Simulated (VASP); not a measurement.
# Te2Mo in VASP: relaxation of cell and atoms with r2SCAN+rVV10

Aim: the relaxation of cell and atoms of Te2Mo with r2SCAN+rVV10.

Program: VASP 6.6.1. These are calculated values, not measurements. Logs are shortened: lines on timing, memory, paths and dates and some standing lists are left out, and cuts for length are marked.

## (1) The structure

The cell holds a sheet with vacuum, 3 atoms: a = 3.520 Å, b = 3.520 Å, c = 19.620 Å, α = 90.00°, β = 90.00°, γ = 120.00°.

The cell was built by a generator and needn't be a form met in nature.

## (2) Relaxation of cell and atoms, r2SCAN+rVV10

INCAR reads:

```
PREC = Accurate
ENCUT = 600
EDIFF = 1E-6
ISMEAR = 0
SIGMA = 0.03
LREAL = False
LASPH = True
NELM = 120
ALGO = Normal
ISIF = 3
LWAVE = False
LCHARG = False
METAGGA = R2SCAN
LMIXTAU = True
LUSE_VDW = True
IVDW_NL = 2
BPARAM = 11.95
CPARAM = 0.0093
IBRION = 2
NSW = 40
EDIFFG = -0.005
LATTICE_CONSTRAINTS = .TRUE. .TRUE. .FALSE.
KPAR = 4
```

KPOINTS reads:

```
Automatic mesh
0
Gamma
  12 12 1
```

POSCAR reads:

```
Te2Mo
1.0
    3.5200000000      0.0000000000      0.0000000000
   -1.7600000000      3.0484094200      0.0000000000
    0.0000000000      0.0000000000     19.6200000000
Te Mo
2 1
Direct
    0.6666670000      0.3333330000      0.4077472000
    0.6666670000      0.3333330000      0.5922528000
    0.3333330000      0.6666670000      0.5000000000
```

Potentials or basis: VASP PAW PBE potentials, release 64 (Te, Mo_sv).

On the command line:

```sh
$ cat potpaw_PBE.64/Te/POTCAR potpaw_PBE.64/Mo_sv/POTCAR > POTCAR
$ mpirun -np 4 vasp_std > vasp.out
```

OUTCAR:

```text
PREC = Accurate
   ENCUT = 600
   EDIFF = 1E-6
   ISMEAR = 0
   LREAL = False
   LASPH = True
   NELM = 120
   ISIF = 3
   METAGGA = R2SCAN
   IVDW_NL = 2
   BPARAM = 11.95
   IBRION = 2
   NSW = 40
   EDIFFG = -0.005

 ion  position               nearest neighbor table
   1  0.667  0.333  0.408-   3 2.72   3 2.72   3 2.72   2 3.62
   2  0.667  0.333  0.592-   3 2.72   3 2.72   3 2.72   1 3.62
   3  0.333  0.667  0.500-   1 2.72   2 2.72   1 2.72   2 2.72   1 2.72   2 2.72

  LATTYP: Found a hexagonal cell.
 ALAT       =     3.5200000000
 C/A-ratio  =     5.5738636364

  Lattice vectors:

 A1 = (   3.5200000000,   0.0000000000,   0.0000000000)
 A2 = (  -1.7600000000,   3.0484094200,   0.0000000000)
 A3 = (   0.0000000000,   0.0000000000,  19.6200000000)

Analysis of symmetry for initial positions (statically):
=====================================================================
 Subroutine PRICEL returns:
 Original cell was already a primitive cell.

 Routine SETGRP: Setting up the symmetry group for a
 hexagonal supercell.

 Subroutine GETGRP returns: Found 12 space group operations
 (whereof 12 operations were pure point group operations)
 out of a pool of 24 trial point group operations.

The static configuration has the point symmetry D_3h.

Analysis of symmetry for dynamics (positions and initial velocities):
=====================================================================
 Subroutine PRICEL returns:
 Original cell was already a primitive cell.

 Routine SETGRP: Setting up the symmetry group for a
 hexagonal supercell.

 Subroutine GETGRP returns: Found 12 space group operations
 (whereof 12 operations were pure point group operations)
 out of a pool of 24 trial point group operations.

The dynamic configuration has the point symmetry D_3h.

 Subroutine INISYM returns: Found 12 space group operations
 (whereof 12 operations are pure point group operations),
 and found     1 'primitive' translations

----------------------------------------------------------------------------------------

                                     Primitive cell

  volume of cell :     210.5305

  direct lattice vectors                    reciprocal lattice vectors
     3.520000000  0.000000000  0.000000000     0.284090909  0.164019963  0.000000000
    -1.760000000  3.048409420  0.000000000     0.000000000  0.328039926  0.000000000
     0.000000000  0.000000000 19.620000000     0.000000000  0.000000000  0.050968400

  length of vectors
     3.520000000  3.519999999 19.620000000     0.328039926  0.328039926  0.050968400

  position of ions in fractional coordinates (direct lattice)
     0.666667000  0.333333000  0.407747200
     0.666667000  0.333333000  0.592252800
     0.333333000  0.666667000  0.500000000

  ion indices of the primitive-cell ions
   primitive index   ion index
                 1           1
                 2           2
                 3           3

----------------------------------------------------------------------------------------

 KPOINTS: Automatic mesh

Automatic generation of k-mesh.
 Grid dimensions read from file:
 generate k-points for:   12   12    1

 Generating k-lattice:

  Cartesian coordinates                     Fractional coordinates (reciprocal lattice)
     0.023674242  0.013668330  0.000000000     0.083333333  0.000000000  0.000000000
     0.000000000  0.027336660  0.000000000     0.000000000  0.083333333  0.000000000
     0.000000000  0.000000000  0.050968400     0.000000000  0.000000000  1.000000000

  Length of vectors
     0.027336660  0.027336660  0.050968400

  Shift w.r.t. Gamma in fractional coordinates (k-lattice)
     0.000000000  0.000000000  0.000000000

 Subroutine IBZKPT returns following result:
 ===========================================

 Found     19 irreducible k-points:

 Following reciprocal coordinates:
            Coordinates               Weight
  0.000000  0.000000  0.000000      1.000000
  0.083333 -0.000000  0.000000      6.000000
  0.166667 -0.000000  0.000000      6.000000
  0.250000 -0.000000  0.000000      6.000000
  0.333333 -0.000000  0.000000      6.000000
  0.416667 -0.000000  0.000000      6.000000
[... 11 lines left out ...]
  0.333333  0.250000  0.000000     12.000000
  0.333333  0.333333  0.000000      2.000000
   k-points           NKPTS =     19   k-points in BZ     NKDIM =     19   number of bands    NBANDS=     17
   number of dos      NEDOS =    301   number of ions     NIONS =      3
   total plane-waves  NPLWV = 125440
   dimension x,y,z NGX =    28 NGY =   28 NGZ =  160
   dimension x,y,z NGXF=    56 NGYF=   56 NGZF=  320
   ions per type =               2   1
   NGX,Y,Z   is equivalent  to a cutoff of  13.22, 13.22, 13.56 a.u.
   NGXF,Y,Z  is equivalent  to a cutoff of  26.45, 26.45, 27.11 a.u.
 SYSTEM =  unknown system
   PREC   = accura    normal or accurate (medium, high low for compatibility)
   ISTART =      0    job   : 0-new  1-cont  2-samecut
   ICHARG =      2    charge: 1-file 2-atom 10-const
   ISPIN  =      1    spin polarized calculation?
   LNONCOLLINEAR =      F non collinear calculations
   LSORBIT =      F    spin-orbit coupling
   LASPH  =      T    aspherical Exc in radial PAW
   ENCUT  =  600.0 eV  44.10 Ry    6.64 a.u.   7.03  7.03 39.19*2*pi/ulx,y,z
   NELM   =    120;   NELMIN=  2; NELMDL= -5     # of ELM steps
   EDIFF  = 0.1E-05   stopping-criterion for ELM
   LREAL  =      F    real-space projection
   EDIFFG = -.5E-02   stopping-criterion for IOM
   NSW    =     40    number of steps for IOM
   IBRION =      2    ionic relax: 0-MD 1-quasi-New 2-CG
   NFREE  =      1    steps in history (QN), initial steepest desc. (CG)
   ISIF   =      3    stress and relaxation
   ISYM   =      2    0-nonsym 1-usesym 2-fastsym
   POTIM  = 0.5000    time-step for ionic-motion
   TEBEG  =    0.0;   TEEND  =   0.0 temperature during run
   PSTRESS=    0.0 pullay stress
   NELECT =      26.0000    total number of electrons
   NUPDOWN=      -1.0000    fix difference up-down
   EMIN   =  10.00;   EMAX   =-10.00  energy-range for DOS
   EFERMI =   0.00;   METHOD = LEGACY
   ISMEAR =     0;   SIGMA  =   0.03  broadening in eV -4-tet -1-fermi 0-gaus
   EFERMI_NEDOS =   21; number of points for ismear=-14 and -15
   IALGO  =     38    algorithm
   IMIX   =      4    mixing-type and parameters
     AMIX     =   0.40;   BMIX     =  1.00
     AMIX_MAG =   1.60;   BMIX_MAG =  1.00
  volume/ion in A,a.u.               =      70.18       473.58
  Fermi-wavevector in a.u.,A,eV,Ry     =   0.815257  1.540611  9.043020  0.664643
  Thomas-Fermi vector in A             =   1.925312
   LORBIT       =      0    0 simple, 1 ext, 2 COOP (PROOUT), +10 PAW based schemes
   METAGGA = R2SCAN    functional components
   LHFCALC =     F    Hartree Fock is set to
   AEXX    =    0.0000 exact exchange contribution
   IVDW_NL    =     2    kernel type
   BPARAM     =11.9500
   IVDW    =     0    specifies the selected vdW correction
   LEPSILON=     F    determine dielectric tensor
   LRPA    =     F    only Hartree local field effects (RPA)
 conjugate gradient relaxation of ions
 non-spin polarized calculation
 Gauss-broadening in eV      SIGMA  =   0.03
  energy-cutoff  :      600.00
  volume of cell :      210.53
 maximum number of plane-waves:      7051
   NGX = 15   NGY = 15   NGZ = 79

--------------------------------------- Ionic step        1  -------------------------------------------

 number of electron      26.0000000 magnetization

 Free energy of the ion-electron system (eV)
  ---------------------------------------------------
  ext. energy  EPLUGINS =         0.00000000
  ---------------------------------------------------
  free energy    TOTEN  =       -77.00627117 eV

  energy without entropy =      -77.00627117  energy(sigma->0) =      -77.00627117

------------------------ aborting loop because EDIFF is reached ----------------------------------------

  FORCE on cell =-STRESS in cart. coord.  units (eV):
  Direction    XX          YY          ZZ          XY          YZ          ZX
  --------------------------------------------------------------------------------------
  -------------------------------------------------------------------------------------
  Total        0.4229412      0.4229412     -0.2771739     -0.0000000      0.0000000     -0.0000000
  in kB        3.2186635      3.2186635     -2.1093468     -0.0000000      0.0000000     -0.0000000
  external PRESSURE =       1.4426601 kB  Pullay stress =       0.0000000 kB

 VOLUME and BASIS-vectors are now :
 -----------------------------------------------------------------------------
  energy-cutoff  :      600.00
  volume of cell :      210.53
      direct lattice vectors                 reciprocal lattice vectors
     3.520000000  0.000000000  0.000000000     0.284090909  0.164019963  0.000000000
    -1.760000000  3.048409420  0.000000000     0.000000000  0.328039926  0.000000000
     0.000000000  0.000000000 19.620000000     0.000000000  0.000000000  0.050968400
[... 112 lines left out ...]
 POSITION                                       TOTAL-FORCE (eV/Angst)
 -----------------------------------------------------------------------------------
      1.77101      1.02249      8.00947         0.000000      0.000000      0.048435
      1.77101      1.02249     11.61053         0.000000      0.000000     -0.048435
     -0.00000      2.04499      9.81000        -0.000000     -0.000000      0.000000
 -----------------------------------------------------------------------------------
    total drift:                                0.002604     -0.001503      0.000000

  FREE ENERGIE OF THE ION-ELECTRON SYSTEM (eV)
  ---------------------------------------------------
  free  energy   TOTEN  =       -77.0098548159 eV

  energy  without entropy=      -77.0098548159  energy(sigma->0) =      -77.00985482

--------------------------------------- Ionic step        5  -------------------------------------------

 number of electron      26.0000000 magnetization

 Free energy of the ion-electron system (eV)
  ---------------------------------------------------
  ext. energy  EPLUGINS =         0.00000000
  ---------------------------------------------------
  free energy    TOTEN  =       -77.01008682 eV

  energy without entropy =      -77.01008682  energy(sigma->0) =      -77.01008682

 E-fermi :  -0.3992     XC(G=0):  -4.3507

 val. band max:       -0.5236795098   @ k =   0.3333   0.3333   0.0000
 cond. band min:       0.6434031999   @ k =   0.3333   0.3333   0.0000
 fundamental gap:      1.1670827098
 Fermi energy:        -0.3991532369

 k-point     1 :       0.0000    0.0000    0.0000
  band No.  band energies     occupation
      1     -63.1454      2.00000
      2     -36.5768      2.00000
      3     -36.4710      2.00000
      4     -36.4710      2.00000
      5     -13.6789      2.00000
      6     -12.6288      2.00000
[... 9 lines left out ...]
     16       3.0114      0.00000
     17       3.0114      0.00000
[... 380 lines left out ...]
 POSITION                                       TOTAL-FORCE (eV/Angst)
 -----------------------------------------------------------------------------------
      1.77199      1.02305      8.01385        -0.000000      0.000000     -0.003481
      1.77199      1.02305     11.60615        -0.000000     -0.000000      0.003481
     -0.00000      2.04611      9.81000         0.000000      0.000000      0.000000
 -----------------------------------------------------------------------------------
    total drift:                                0.002607     -0.001505      0.000000

  FREE ENERGIE OF THE ION-ELECTRON SYSTEM (eV)
  ---------------------------------------------------
  free  energy   TOTEN  =       -77.0100868204 eV

  energy  without entropy=      -77.0100868204  energy(sigma->0) =      -77.01008682

 reached required accuracy - stopping structural energy minimisation
```

Run time: 32 min. Hardware: 4 MPI ranks of Intel Xeon 6975P-C (Granite Rapids), shared host; peak memory 0.88 GiB.

What came out:

- Free energy: -77.0101 eV
- Relaxed volume: 71.14 Å³/atom
- Relaxed cell: a = 3.544 Å, b = 3.544 Å, c = 19.620 Å, α = 90.00°, β = 90.00°, γ = 120.00°
- Space group after relaxing (to 0.05 Å): P-6m2 (No. 187)
- Energy gained by relaxing: 1.3 meV/atom
- Ionic steps: 5
- Largest force after relaxing: 0.003 eV/Å
- Band gap on the k mesh: 1.17 eV, direct

Forces in eV/Å, atoms in the order of the input:
```
Te   0.000  0.000 -0.003
Te   0.000  0.000  0.003
Mo   0.000  0.000  0.000
```

The path:
| step | energy change (eV) | largest force (eV/Å) | pressure (GPa) | volume (Å³) |
| --- | --- | --- | --- | --- |
| 1 | 0.0000 | 0.0683 | 0.14 | 210.53 |
| 2 | -0.0023 | 0.1451 | -0.23 | 213.40 |
| 3 | -0.0024 | 0.1296 | -0.15 | 212.81 |
| 4 | -0.0036 | 0.0484 | -0.06 | 213.17 |
| 5 | -0.0038 | 0.0035 | 0.00 | 213.41 |

Final structure:
```
Te Mo
1.0
     3.54397    0.00000    0.00000
    -1.77198    3.06917    0.00000
     0.00000    0.00000   19.62000
Te Mo
2 1
Direct
  0.66667 0.33333 0.40845
  0.66667 0.33333 0.59155
  0.33333 0.66667 0.50000
```

Levels at points of the mesh, in eV from the valence-band top:
```tsv
k point	band 11	band 12	band 13	band 14	band 15	band 16
(0.00, 0.00, 0.00)	-0.99	-0.99	-0.46	3.22	3.22	3.54
(0.50, 0.00, 0.00)	-1.74	-0.78	-0.42	1.50	1.88	3.55
```

Caveat: the PAW data sets were made with another functional, which shifts forces and pressure a little; spin-orbit coupling is left out, which moves the levels of the heavy elements. r2SCAN opens gaps a little over a GGA but as a rule still falls short of measured ones.
